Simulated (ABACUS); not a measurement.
# InP (F-43m) in ABACUS: a series of runs, part 2 of 2

ABACUS 3.10.1. Earlier steps stand in the parts before.

### Step 4. Single point, TM

INPUT

```
INPUT_PARAMETERS
suffix              InP
calculation         scf
basis_type          pw
pseudo_dir          ./
symmetry            1
dft_functional      MGGA_X_TM+MGGA_C_TM
ecutwfc             82
pseudo_rcut         10
nspin               1
nbands              19
ks_solver           dav
smearing_method     fd
smearing_sigma      0.00367493
scf_thr             1e-08
scf_nmax            100
mixing_type         broyden
mixing_beta         0.7
cal_force           1
cal_stress          1
mixing_tau          1
out_chg             1
kpar                4
```

STRU

```
ATOMIC_SPECIES
In 114.8180 In_ONCV_PBE-1.2.upf
P 30.9738 P_ONCV_PBE-1.2.upf

LATTICE_CONSTANT
1.8897261246

LATTICE_VECTORS
0.0000000000 2.9305000000 2.9305000000
2.9305000000 0.0000000000 2.9305000000
2.9305000000 2.9305000000 0.0000000000

ATOMIC_POSITIONS
Direct

In
0.0
1
0.0000000000 0.0000000000 0.0000000000 1 1 1

P
0.0
1
0.7500000000 0.7500000000 0.7500000000 1 1 1
```

KPT

```
K_POINTS
0
Gamma
5 5 5 0 0 0
```

Potentials or basis: SG15 ONCV 1.2 PBE, plane waves.

Run with:

```sh
$ OMP_NUM_THREADS=1 mpirun -np 4 abacus > log
```

running log:

```text
ABACUS v3.10.1

               Atomic-orbital Based Ab-initio Computation at UStc

 ------------------------------------------------------------------------------------

 READING GENERAL INFORMATION
                           global_out_dir = OUT.InP/
                           global_in_card = INPUT
                               pseudo_dir = ./
[... 8 lines left out ...]

 READING ATOM TYPE 1
                               atom label = In
                      L=0, number of zeta = 1
                      L=1, number of zeta = 1
                      L=2, number of zeta = 1
             number of atom for this type = 1

 READING ATOM TYPE 2
                               atom label = P
                      L=0, number of zeta = 1
                      L=1, number of zeta = 1
                      L=2, number of zeta = 1
             number of atom for this type = 1

                        TOTAL ATOM NUMBER = 2
DIRECT COORDINATES
    atom                   x                   y                   z     mag                  vx                  vy                  vz
taud_In1            0.0000000000        0.0000000000        0.0000000000  0.0000        0.0000000000        0.0000000000        0.0000000000
taud_P1            0.7500000000        0.7500000000        0.7500000000  0.0000        0.0000000000        0.0000000000        0.0000000000

                          Volume (Bohr^3) = 339.666
                             Volume (A^3) = 50.3332

 Lattice vectors: (Cartesian coordinate: in unit of a_0)
                   +0             +2.9305             +2.9305
              +2.9305                  +0             +2.9305
              +2.9305             +2.9305                  +0
 Reciprocal vectors: (Cartesian coordinate: in unit of 2 pi/a_0)
            -0.170619           +0.170619           +0.170619
            +0.170619           -0.170619           +0.170619
            +0.170619           +0.170619           -0.170619
 The esolver type has been set to : ksdft_pw

                PAO radial cut off (Bohr) = 10

 Read in pseudopotential file is In_ONCV_PBE-1.2.upf
                     pseudopotential type = NC
          exchange-correlation functional = PBE
                 nonlocal core correction = 0
[... 191 lines left out ...]

 -------------------------------------------
 SELF-CONSISTENT
 -------------------------------------------
                                 init_chg = atomic

 PW ALGORITHM --------------- ION=   1  ELEC=   1--------------------------------
 Notice: Threshold on eigenvalues was too large.
 hsover_error=0.18 > DRHO=0.129159
 Origin diag ethr = 0.01
 New diag ethr = 0.000717551

 Density error is 0.129033083886
                          Error Threshold = 0.000717551345766
----------------------------------------------------------
     Energy           Rydberg                 eV
----------------------------------------------------------
 E_KohnSham     -117.4625388390      -1598.1598297571
 E_Harris       -118.6334359323      -1614.0907019971
 E_Fermi        0.5606179787         7.6275989122
----------------------------------------------------------
[... 75 lines left out ...]
 Density error is 5.98275022916e-10
                          Error Threshold = 6.34915344318e-11
----------------------------------------------------------
     Energy           Rydberg                 eV
----------------------------------------------------------
 E_KohnSham     -117.5434434686      -1599.2605937133
 E_KS(sigma->0) -117.5434432058      -1599.2605901382
 E_Harris       -117.5435362354      -1599.2618558706
 E_band         -2.9969235815        -40.7752371795
 E_one_elec     -40.7798626291       -554.8384954126
 E_Hartree      30.0477622963        408.8207793794
 E_xc           -17.0909384127       -232.5341465797
 E_Ewald        -89.7204041976       -1220.7087239502
 E_entropy(-TS) -0.0000005255        -0.0000071502
 E_descf        0.0000000000         0.0000000000
 E_exx          0.0000000000         0.0000000000
 E_Fermi        0.5874737205         7.9929900245
----------------------------------------------------------

 charge density convergence is achieved
 final etot is -1599.2605937 eV
 EFERMI = 7.9929900245 eV

 STATE ENERGY(eV) AND OCCUPATIONS    NSPIN == 1
 1/3 kpoint (Cartesian) = 0.0000 0.0000 0.0000 (4279 pws)
       1       -6.50499      0.0160000
       2       -6.50499      0.0160000
       3       -6.50499      0.0160000
       4       -6.36014      0.0160000
       5       -6.36014      0.0160000
       6       -3.99478      0.0160000
[... 53 lines left out ...]
      18        21.4064        0.00000
      19        21.4064        0.00000

------------------------------------------------------------------------------------------
 TOTAL-FORCE (eV/Angstrom)
------------------------------------------------------------------------------------------
                       In1         0.0000000000         0.0000000000         0.0000000000
                        P1         0.0000000000         0.0000000000         0.0000000000
------------------------------------------------------------------------------------------

----------------------------------------------------------------
 TOTAL-STRESS (KBAR)
----------------------------------------------------------------
         7.7627206496         0.0000000000        -0.0000000000
         0.0000000000         7.7627206496        -0.0000000000
         0.0000000000        -0.0000000000         7.7627206496
----------------------------------------------------------------
 TOTAL-PRESSURE: 7.762721 KBAR

 --------------------------------------------
 !FINAL_ETOT_IS -1599.2605937132568670 eV
 --------------------------------------------
```

Wall time 25 s (4 MPI ranks of Intel Xeon Platinum 8259CL at 2.50GHz (Skylake/Cascade Lake), shared host); peak memory 0.4 GiB.

What came out:

| Item | Value |
| --- | --- |
| Free energy | -1599.2606 eV |
| Pressure | 0.8 GPa |
| Band gap on the k mesh | 0.82 eV, direct |

Levels at points of the mesh, in eV from the valence-band top:
| k point | band 6 | band 7 | band 8 | band 9 | band 10 | band 11 | band 12 | band 13 |
| --- | --- | --- | --- | --- | --- | --- | --- | --- |
| (0.00, 0.00, 0.00) | -11.55 | 0.00 | 0.00 | 0.00 | 0.82 | 4.17 | 4.17 | 4.17 |

Caveat: the potentials were made for another functional, which shifts forces and pressure; spin-orbit coupling is left out, which moves the levels of the heavy elements.

### Step 5. Single point, RPBE

run_abacus.py

```python
"""ABACUS run from a structure file: ASE reads it, the script writes STRU, KPT and INPUT."""
import re
import subprocess
from ase.io import read
from ase.units import Bohr

atoms = read("InP.xyz")
atoms = atoms[(-atoms.numbers).argsort(kind="stable")]  # ABACUS lists atoms element by element
pseudo = {'In': 'In.upf', 'P': 'P.upf'}
orbital = {}
magmoms = None
kmesh = [6, 6, 6]
params = {
    'suffix': 'InP',
    'calculation': 'scf',
    'basis_type': 'pw',
    'pseudo_dir': './',
    'symmetry': 1,
    'dft_functional': 'GGA_X_RPBE+GGA_C_PBE',
    'ecutwfc': 71,
    'pseudo_rcut': 10,
    'nspin': 1,
    'nbands': 19,
    'ks_solver': 'dav',
    'smearing_method': 'fd',
    'smearing_sigma': 0.00367493,
    'scf_thr': 1e-08,
    'scf_nmax': 100,
    'mixing_type': 'broyden',
    'mixing_beta': 0.7,
    'cal_force': 1,
    'cal_stress': 1,
    'out_chg': 1,
    'kpar': 4,
}

symbols = atoms.get_chemical_symbols()
elements = list(dict.fromkeys(symbols))
lines = ["ATOMIC_SPECIES"] + [f"{e} {atoms.get_masses()[symbols.index(e)]:.4f} {pseudo[e]}" for e in elements]
if orbital:
    lines += ["", "NUMERICAL_ORBITAL"] + [orbital[e] for e in elements]
lines += ["", "LATTICE_CONSTANT", f"{1 / Bohr:.10f}", "", "LATTICE_VECTORS"]
lines += [" ".join(f"{x:.10f}" for x in v) for v in atoms.cell]
lines += ["", "ATOMIC_POSITIONS", "Direct"]
for e in elements:
    lines += ["", e, "0.0", str(symbols.count(e))]
    for i, p in enumerate(atoms.get_scaled_positions(wrap=False)):
        if symbols[i] == e:
            mag = "" if magmoms is None else " mag " + " ".join(str(x) for x in (magmoms[i] if isinstance(magmoms[i], list) else [magmoms[i]]))
            lines.append(" ".join(f"{x:.10f}" for x in p) + " 1 1 1" + mag)
open("STRU", "w").write("\n".join(lines) + "\n")
open("KPT", "w").write("K_POINTS\n0\nGamma\n%d %d %d 0 0 0\n" % tuple(kmesh))
open("INPUT", "w").write("INPUT_PARAMETERS\n" + "".join(f"{k:<20s}{v}\n" for k, v in params.items()))

done = subprocess.run(['mpirun', '-np', '4', 'abacus'])
if done.returncode:
    raise SystemExit(done.returncode)
log = open("OUT.InP/running_scf.log").read()
print("final energy (eV):", re.findall(r"FINAL_ETOT_IS (\S+)", log))
```

InP.xyz

```xyz
2
Lattice="0.0000000000 2.9305000000 2.9305000000 2.9305000000 0.0000000000 2.9305000000 2.9305000000 2.9305000000 0.0000000000" Properties=species:S:1:pos:R:3 pbc="T T T"
In     0.0000000000      0.0000000000      0.0000000000
P      4.3957500000      4.3957500000      4.3957500000
```

Potentials or basis: PseudoDojo NC SR 0.5 PBE standard, plane waves.

Run with:

```sh
$ OMP_NUM_THREADS=1 python run_abacus.py > log
```

Wall time 3.2 s (4 MPI ranks of AMD EPYC 9R45 (Zen 5), shared host); peak memory 0.36 GiB.

It converged, with:

```yaml
Free_energy: -1998.5086 eV
Pressure: 5.0 GPa
Band_gap_on_the_k_mesh: 0.84 eV, direct
```

Levels at points of the mesh, in eV from the valence-band top:
| k point | band 5 | band 6 | band 7 | band 8 | band 9 | band 10 | band 11 | band 12 | band 13 | band 14 |
| --- | --- | --- | --- | --- | --- | --- | --- | --- | --- | --- |
| (0.00, 0.00, 0.00) | -14.10 | -11.48 | 0.00 | 0.00 | 0.00 | 0.84 | 4.16 | 4.16 | 4.16 | 8.85 |
| (0.50, 0.50, 0.50) | -14.09 | -9.78 | -5.66 | -0.96 | -0.96 | 1.61 | 4.87 | 4.87 | 7.29 | 9.70 |
| (0.50, 0.50, 0.00) | -14.07 | -9.14 | -5.68 | -2.29 | -2.29 | 1.89 | 2.37 | 9.38 | 9.65 | 9.65 |

Caveat: the potentials were made for another functional, which shifts forces and pressure; spin-orbit coupling is left out, which moves the levels of the heavy elements.

### Step 6. Single point, TASK

Edit run_abacus.py of step 5 so:

```diff
@@ -6,8 +6,8 @@
 
-atoms = read("InP.xyz")
+atoms = read("POSCAR")
 atoms = atoms[(-atoms.numbers).argsort(kind="stable")]  # ABACUS lists atoms element by element
-pseudo = {'In': 'In.upf', 'P': 'P.upf'}
+pseudo = {'In': 'In_ONCV_PBE-1.2.upf', 'P': 'P_ONCV_PBE-1.2.upf'}
 orbital = {}
 magmoms = None
-kmesh = [6, 6, 6]
+kmesh = [5, 5, 5]
 params = {
@@ -18,4 +18,4 @@
     'symmetry': 1,
-    'dft_functional': 'GGA_X_RPBE+GGA_C_PBE',
-    'ecutwfc': 71,
+    'dft_functional': 'MGGA_X_TASK+LDA_C_PW',
+    'ecutwfc': 82,
     'pseudo_rcut': 10,
@@ -32,2 +32,3 @@
     'cal_stress': 1,
+    'mixing_tau': 1,
     'out_chg': 1,
```

POSCAR

```
InP
1.0
    0.0000000000      2.9305000000      2.9305000000
    2.9305000000      0.0000000000      2.9305000000
    2.9305000000      2.9305000000      0.0000000000
In P
1 1
Direct
    0.0000000000      0.0000000000      0.0000000000
    0.7500000000      0.7500000000      0.7500000000
```

Potentials or basis: SG15 ONCV 1.2 PBE, plane waves.

Run with:

```sh
$ OMP_NUM_THREADS=1 python run_abacus.py > log
```

Run time: 15 s. Hardware: 4 MPI ranks of AMD EPYC 9R14 (Zen 4), shared host; peak memory 0.4 GiB.

The run converged. Its results:

```yaml
Free_energy: -1557.3036 eV
Pressure: 158.3 GPa
Band_gap_on_the_k_mesh: 0.10 eV, direct
```

Levels at points of the mesh, in eV from the valence-band top:
```csv
k point,band 7,band 8,band 9,band 10,band 11,band 12
"(0.00, 0.00, 0.00)",0.00,0.00,0.00,0.10,4.47,4.47
```

Caveat: a pressure of tens of GPa on the cell as given is suspect, and the run, the potentials or the cell itself is likely at fault; the potentials were made for another functional, which shifts forces and pressure; spin-orbit coupling is left out, which moves the levels of the heavy elements.

### Step 7. Overview

| task | level | potentials or basis | cell | k mesh | cutoff (eV) | max steps of the relaxation | force threshold | optimiser | stress threshold | gap on the mesh (eV) | pressure (GPa) |
| --- | --- | --- | --- | --- | --- | --- | --- | --- | --- | --- | --- |
| single point | rSCAN | SG15 ONCV 1.2 PBE, plane waves | as given | 5 × 5 × 5 | 1116 | - | - | - | - | 0.74 | 0.3 |
| relaxation of cell and atoms | rSCAN | SG15 ONCV 1.2 PBE, plane waves | relaxed | 5 × 5 × 5 | 1116 | 60 | 0.02 eV/Å | cg | 0.2 kbar | 0.72 | 0.0 |
| single point | TM | SG15 ONCV 1.2 PBE, plane waves | as given | 5 × 5 × 5 | 1116 | - | - | - | - | 0.82 | 0.8 |
| single point | RPBE | PseudoDojo NC SR 0.5 PBE standard, plane waves | as given | 6 × 6 × 6 | 966 | - | - | - | - | 0.84 | 5.0 |
| single point | TASK | SG15 ONCV 1.2 PBE, plane waves | as given | 5 × 5 × 5 | 1116 | - | - | - | - | 0.10 | 158.3 |

Alike in all rows: no spin polarisation; smearing fermi-dirac 0.05 eV.

Caveats: the potentials were made for another functional, which shifts forces and pressure; spin-orbit coupling is left out, which moves the levels of the heavy elements; a pressure of tens of GPa on the cell as given is suspect, and the run, the potentials or the cell itself is likely at fault (some runs).

Absolute energies hang on the potentials; compare differences alone.

### Step 8. Comparison with measurements

Step 2. A measured gap of InP is 1.4236 eV (direct; 1.6 K; a printed reference work, data compilation); the calculated 0.74 eV misses it by -0.68 eV. Spin-orbit coupling on In is left out. The value is that of rSCAN, without temperature or zero-point motion.

Step 4. A measured gap of InP is 1.4236 eV (direct; 1.6 K; a printed reference work, data compilation); the calculated 0.82 eV misses it by -0.61 eV. Spin-orbit coupling on In is left out. The value is that of TM, without temperature or zero-point motion.

Step 5. A measured gap of InP is 1.4236 eV (direct; 1.6 K; a printed reference work, data compilation); the calculated 0.84 eV misses it by -0.59 eV. Spin-orbit coupling on In is left out. The value is that of RPBE, without temperature or zero-point motion. Semilocal functionals fall short of measured gaps as a rule.
